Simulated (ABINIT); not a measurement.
# BN (F-43m) in ABINIT: a series of runs

The runs below take BN through equation of state, with LDA, BP86+D2.

Everything below comes from runs of ABINIT 10.8.3 (patched build). Logs are shortened: lines on timing, memory, paths and dates and some standing lists are left out, and cuts for length are marked. The log counts tension as positive stress, the text compression.

**The experiment to reproduce.**

From “Effect of nanostructuration on compressibility of cubic BN”, 2012, arxiv:1208.3664, for a bulk crystal of BN at 300 K: bulk modulus 395 ± 2 GPa.

The runs below are set against these values where they give the same quantity.

## Step 1: The structure

Symmetry: F-43m, No. 216, cubic system. Conventional cell: a = 3.626 Å, b = 3.626 Å, c = 3.626 Å, α = 90.00°, β = 90.00°, γ = 90.00°. N (site symmetry -43m) is surrounded by 4 B at 1.57 Å. B (site symmetry -43m) has 4 N at 1.57 Å as nearest neighbours.

The cell is a database's computed one.

## Step 2: Equation of state, LDA

The input, run.abi:

```
ndtset 7
getwfk -1
scalecart1 3*0.9795861087
scalecart2 3*0.9864848297
scalecart3 3*0.9932883884
scalecart4 3*1.0000000000
scalecart5 3*1.0066227096
scalecart6 3*1.0131594038
scalecart7 3*1.0196128224

pp_dirpath "./"
pseudos "N.upf, B.upf"

acell 3*1.0
rprim
     0.0000000000     3.4260753537     3.4260753537
     3.4260753537     0.0000000000     3.4260753537
     3.4260753537     3.4260753537     0.0000000000
ntypat 2
znucl 7 5
natom 2
typat 1 2
xred
     0.2500000000     0.2500000000     0.2500000000
     0.0000000000     0.0000000000     0.0000000000

ecut 1142.878222 eV

kptopt 1
ngkpt 13 13 13
nshiftk 1
shiftk 0.0 0.0 0.0

ixc 7

nband 8
occopt 3
tsmear 0.05 eV

nstep 100
tolvrs 1.0e-10

iomode 3
prtwf 1
prtden 0
prteig 0
prtebands 0
enunit 2
```

Potentials or basis: PseudoDojo NC SR LDA v0.4.1 standard.

Command:

```console
> abinit run.abi > log 2>&1
```

run.abo:

```text
.Version 10.8.3 of ABINIT
 DATASET    1 : space group F-4 3 m (#216); Bravais cF (face-center cubic)
================================================================================
 Values of the parameters that define the memory need for DATASET  1.
     intxc =       0    ionmov =       0      iscf =       7    lmnmax =       4
     lnmax =       4     mgfft =      30  mpssoang =       2    mqgrid =    3001
     natom =       2  nloc_mem =       1    nspden =       1   nspinor =       1
    nsppol =       1      nsym =      24    n1xccc =    2501    ntypat =       2
    occopt =       3   xclevel =       1
       mpw =         998          nfft =       27000          nkpt =          84
================================================================================
================================================================================
[... 61 lines left out ...]
 DATASET    7 : space group F-4 3 m (#216); Bravais cF (face-center cubic)
================================================================================
 Values of the parameters that define the memory need for DATASET  7.
     intxc =       0    ionmov =       0      iscf =       7    lmnmax =       4
     lnmax =       4     mgfft =      30  mpssoang =       2    mqgrid =    3001
     natom =       2  nloc_mem =       1    nspden =       1   nspinor =       1
    nsppol =       1      nsym =      24    n1xccc =    2501    ntypat =       2
    occopt =       3   xclevel =       1
       mpw =        1127          nfft =       27000          nkpt =          84
================================================================================
================================================================================

--------------------------------------------------------------------------------
------------- Echo of variables that govern the present computation ------------
--------------------------------------------------------------------------------
 -outvars: echo values of preprocessed input variables --------
            acell      1.0000000000E+00  1.0000000000E+00  1.0000000000E+00 Bohr
              amu      1.40067400E+01  1.08110000E+01
             ecut      4.20000000E+01 Hartree
           enunit           2
           getwfk          -1
                       outvar_i_n : Printing only first  50 k-points.
              ixc           7
           jdtset        1    2    3    4    5    6    7
                       outvar_i_n : Printing only first  50 k-points.
         kptrlatt       13    0    0      0   13    0      0    0   13
          kptrlen1     6.17018064E+01
          kptrlen2     6.21363405E+01
          kptrlen3     6.25648805E+01
          kptrlen4     6.29876290E+01
          kptrlen5     6.34047778E+01
          kptrlen6     6.38165086E+01
          kptrlen7     6.42229942E+01
            natom           2
            nband           8
           ndtset           7
            ngfft          30      30      30
             nkpt          84
            nstep         100
             nsym          24
           ntypat           2
                       prtocc : prtvol=0, do not print more k-points.
           occopt           3
           prtden           0
        prtebands           0
           prteig           0
            rprim1     0.0000000000E+00  3.3561358238E+00  3.3561358238E+00
                       3.3561358238E+00  0.0000000000E+00  3.3561358238E+00
                       3.3561358238E+00  3.3561358238E+00  0.0000000000E+00
            rprim2     0.0000000000E+00  3.3797713618E+00  3.3797713618E+00
                       3.3797713618E+00  0.0000000000E+00  3.3797713618E+00
                       3.3797713618E+00  3.3797713618E+00  0.0000000000E+00
            rprim3     0.0000000000E+00  3.4030808666E+00  3.4030808666E+00
                       3.4030808666E+00  0.0000000000E+00  3.4030808666E+00
                       3.4030808666E+00  3.4030808666E+00  0.0000000000E+00
            rprim4     0.0000000000E+00  3.4260753537E+00  3.4260753537E+00
                       3.4260753537E+00  0.0000000000E+00  3.4260753537E+00
                       3.4260753537E+00  3.4260753537E+00  0.0000000000E+00
            rprim5     0.0000000000E+00  3.4487652558E+00  3.4487652558E+00
                       3.4487652558E+00  0.0000000000E+00  3.4487652558E+00
                       3.4487652558E+00  3.4487652558E+00  0.0000000000E+00
            rprim6     0.0000000000E+00  3.4711604627E+00  3.4711604627E+00
                       3.4711604627E+00  0.0000000000E+00  3.4711604627E+00
                       3.4711604627E+00  3.4711604627E+00  0.0000000000E+00
            rprim7     0.0000000000E+00  3.4932703611E+00  3.4932703611E+00
                       3.4932703611E+00  0.0000000000E+00  3.4932703611E+00
                       3.4932703611E+00  3.4932703611E+00  0.0000000000E+00
          spgroup         216
           tolvrs      1.00000000E-10
           tsmear      1.83746611E-03 Hartree
            typat      1  2
                       outvars : Printing only first  50 k-points.
           xangst1     8.8799529673E-01  8.8799529673E-01  8.8799529673E-01
                       0.0000000000E+00  0.0000000000E+00  0.0000000000E+00
           xangst2     8.9424899077E-01  8.9424899077E-01  8.9424899077E-01
                       0.0000000000E+00  0.0000000000E+00  0.0000000000E+00
           xangst3     9.0041642013E-01  9.0041642013E-01  9.0041642013E-01
                       0.0000000000E+00  0.0000000000E+00  0.0000000000E+00
           xangst4     9.0650049939E-01  9.0650049939E-01  9.0650049939E-01
                       0.0000000000E+00  0.0000000000E+00  0.0000000000E+00
           xangst5     9.1250398895E-01  9.1250398895E-01  9.1250398895E-01
                       0.0000000000E+00  0.0000000000E+00  0.0000000000E+00
           xangst6     9.1842950551E-01  9.1842950551E-01  9.1842950551E-01
                       0.0000000000E+00  0.0000000000E+00  0.0000000000E+00
           xangst7     9.2427953269E-01  9.2427953269E-01  9.2427953269E-01
                       0.0000000000E+00  0.0000000000E+00  0.0000000000E+00
            xcart1     1.6780679119E+00  1.6780679119E+00  1.6780679119E+00
                       0.0000000000E+00  0.0000000000E+00  0.0000000000E+00
            xcart2     1.6898856809E+00  1.6898856809E+00  1.6898856809E+00
                       0.0000000000E+00  0.0000000000E+00  0.0000000000E+00
            xcart3     1.7015404333E+00  1.7015404333E+00  1.7015404333E+00
                       0.0000000000E+00  0.0000000000E+00  0.0000000000E+00
            xcart4     1.7130376768E+00  1.7130376768E+00  1.7130376768E+00
                       0.0000000000E+00  0.0000000000E+00  0.0000000000E+00
            xcart5     1.7243826279E+00  1.7243826279E+00  1.7243826279E+00
                       0.0000000000E+00  0.0000000000E+00  0.0000000000E+00
            xcart6     1.7355802314E+00  1.7355802314E+00  1.7355802314E+00
                       0.0000000000E+00  0.0000000000E+00  0.0000000000E+00
            xcart7     1.7466351806E+00  1.7466351806E+00  1.7466351806E+00
                       0.0000000000E+00  0.0000000000E+00  0.0000000000E+00
             xred      2.5000000000E-01  2.5000000000E-01  2.5000000000E-01
                       0.0000000000E+00  0.0000000000E+00  0.0000000000E+00
            znucl        7.00000    5.00000

================================================================================

 chkinp: Checking input parameters for consistency, jdtset=   1.

 chkinp: Checking input parameters for consistency, jdtset=   2.

 chkinp: Checking input parameters for consistency, jdtset=   3.

 chkinp: Checking input parameters for consistency, jdtset=   4.
[... 22 lines left out ...]
 Real(R)+Recip(G) space primitive vectors, cartesian coordinates (Bohr,Bohr^-1):
 R(1)=  0.0000000  3.3561358  3.3561358  G(1)= -0.1489809  0.1489809  0.1489809
 R(2)=  3.3561358  0.0000000  3.3561358  G(2)=  0.1489809 -0.1489809  0.1489809
 R(3)=  3.3561358  3.3561358  0.0000000  G(3)=  0.1489809  0.1489809 -0.1489809
 Unit cell volume ucvol=  7.5604663E+01 bohr^3
 Angles (23,13,12)=  6.00000000E+01  6.00000000E+01  6.00000000E+01 degrees

 getcut: wavevector=  0.0000  0.0000  0.0000  ngfft=  30  30  30
         ecut(hartree)=     42.000   => boxcut(ratio)=   2.16900

--- Pseudopotential description ------------------------------------------------
- pspini: atom type   1  psp file is ./N.upf
12 -1012 1 -1 1058                            pspcod,pspxc,lmax,lloc,mmax
     nproj     2     2

- pspini: atom type   2  psp file is ./B.upf
12 -1012 1 -1 1498                            pspcod,pspxc,lmax,lloc,mmax
     nproj     2     2

   6.80117181E+01                                ecore*ucvol(ha*bohr**3)
--------------------------------------------------------------------------------

================================================================================

--- !BeginCycle
iteration_state: {dtset: 1, }
solver: {iscf: 7, nstep: 100, nline: 4, wfoptalg: 0, }
tolerances: {tolvrs: 1.00E-10, }
...

     iter   Etot(hartree)      deltaE(h)  residm     vres2
 ETOT  1  -13.374210760173    -1.337E+01 1.973E-01 1.848E+02
 ETOT  2  -13.395071126842    -2.086E-02 7.232E-02 1.179E+02
 ETOT  3  -13.425325131173    -3.025E-02 6.970E-03 8.815E-01
 ETOT  4  -13.425538838157    -2.137E-04 1.253E-02 1.626E-03
 ETOT  5  -13.425539025617    -1.875E-07 1.920E-04 4.236E-05
 ETOT  6  -13.425539033210    -7.593E-09 1.322E-04 9.150E-07
 ETOT  7  -13.425539033379    -1.687E-10 3.341E-05 4.082E-10
 ETOT  8  -13.425539033379    -3.499E-13 1.506E-05 2.496E-11
[... 1023 lines left out ...]
 Cartesian components of stress tensor (hartree/bohr^3)
  sigma(1 1)=  1.08961301E-03  sigma(3 2)=  0.00000000E+00
  sigma(2 2)=  1.08961301E-03  sigma(3 1)=  0.00000000E+00
  sigma(3 3)=  1.08961301E-03  sigma(2 1)=  0.00000000E+00

-Cartesian components of stress tensor (GPa)         [Pressure= -3.2058E+01 GPa]
- sigma(1 1)=  3.20575215E+01  sigma(3 2)=  0.00000000E+00
- sigma(2 2)=  3.20575215E+01  sigma(3 1)=  0.00000000E+00
- sigma(3 3)=  3.20575215E+01  sigma(2 1)=  0.00000000E+00

== END DATASET(S) ==============================================================
================================================================================

 -outvars: echo values of variables after computation  --------
            acell      1.0000000000E+00  1.0000000000E+00  1.0000000000E+00 Bohr
           etotal1    -1.3425539033E+01
           etotal2    -1.3425863498E+01
           etotal3    -1.3425724945E+01
           etotal4    -1.3425165956E+01
           etotal5    -1.3424224948E+01
           etotal6    -1.3422936643E+01
           etotal7    -1.3421333081E+01
            fcart1    -0.0000000000E+00 -0.0000000000E+00 -0.0000000000E+00
                      -0.0000000000E+00 -0.0000000000E+00 -0.0000000000E+00
            fcart2    -0.0000000000E+00 -0.0000000000E+00 -0.0000000000E+00
                      -0.0000000000E+00 -0.0000000000E+00 -0.0000000000E+00
            fcart3    -0.0000000000E+00 -0.0000000000E+00 -0.0000000000E+00
                      -0.0000000000E+00 -0.0000000000E+00 -0.0000000000E+00
            fcart4    -0.0000000000E+00 -0.0000000000E+00 -0.0000000000E+00
                      -0.0000000000E+00 -0.0000000000E+00 -0.0000000000E+00
            fcart5    -0.0000000000E+00 -0.0000000000E+00 -0.0000000000E+00
                      -0.0000000000E+00 -0.0000000000E+00 -0.0000000000E+00
            fcart6    -0.0000000000E+00 -0.0000000000E+00 -0.0000000000E+00
                      -0.0000000000E+00 -0.0000000000E+00 -0.0000000000E+00
            fcart7    -0.0000000000E+00 -0.0000000000E+00 -0.0000000000E+00
                      -0.0000000000E+00 -0.0000000000E+00 -0.0000000000E+00
            rprim1     0.0000000000E+00  3.3561358238E+00  3.3561358238E+00
[... 30 lines left out ...]
           strten6     9.0283814975E-04  9.0283814975E-04  9.0283814975E-04
                       0.0000000000E+00  0.0000000000E+00  0.0000000000E+00
           strten7     1.0896130077E-03  1.0896130077E-03  1.0896130077E-03
                       0.0000000000E+00  0.0000000000E+00  0.0000000000E+00
           xangst1     8.8799529673E-01  8.8799529673E-01  8.8799529673E-01
                       0.0000000000E+00  0.0000000000E+00  0.0000000000E+00
           xangst2     8.9424899077E-01  8.9424899077E-01  8.9424899077E-01
                       0.0000000000E+00  0.0000000000E+00  0.0000000000E+00
           xangst3     9.0041642013E-01  9.0041642013E-01  9.0041642013E-01
                       0.0000000000E+00  0.0000000000E+00  0.0000000000E+00
           xangst4     9.0650049939E-01  9.0650049939E-01  9.0650049939E-01
                       0.0000000000E+00  0.0000000000E+00  0.0000000000E+00
           xangst5     9.1250398895E-01  9.1250398895E-01  9.1250398895E-01
                       0.0000000000E+00  0.0000000000E+00  0.0000000000E+00
           xangst6     9.1842950551E-01  9.1842950551E-01  9.1842950551E-01
                       0.0000000000E+00  0.0000000000E+00  0.0000000000E+00
           xangst7     9.2427953269E-01  9.2427953269E-01  9.2427953269E-01
                       0.0000000000E+00  0.0000000000E+00  0.0000000000E+00
             xred      2.5000000000E-01  2.5000000000E-01  2.5000000000E-01
                       0.0000000000E+00  0.0000000000E+00  0.0000000000E+00
 Calculation completed.
```

It took 93 s on 1 thread of Arm Neoverse V1, shared host; peak memory 0.1 GiB.

Results:

* Equilibrium volume: 5.74 Å³/atom
* Bulk modulus: 400 GPa
* Pressure derivative of the bulk modulus: 3.6

Energy against volume, from the lowest point:
```
volume (Å³/atom)  energy (meV/atom)
           5.602               4.41
           5.721               0.00
           5.840               1.89
           5.959               9.49
           6.078              22.29
           6.198              39.82
           6.317              61.64
```

Caveat: pressures at fixed basis lie under the slope of the energies.

[end of part 1 of 2]
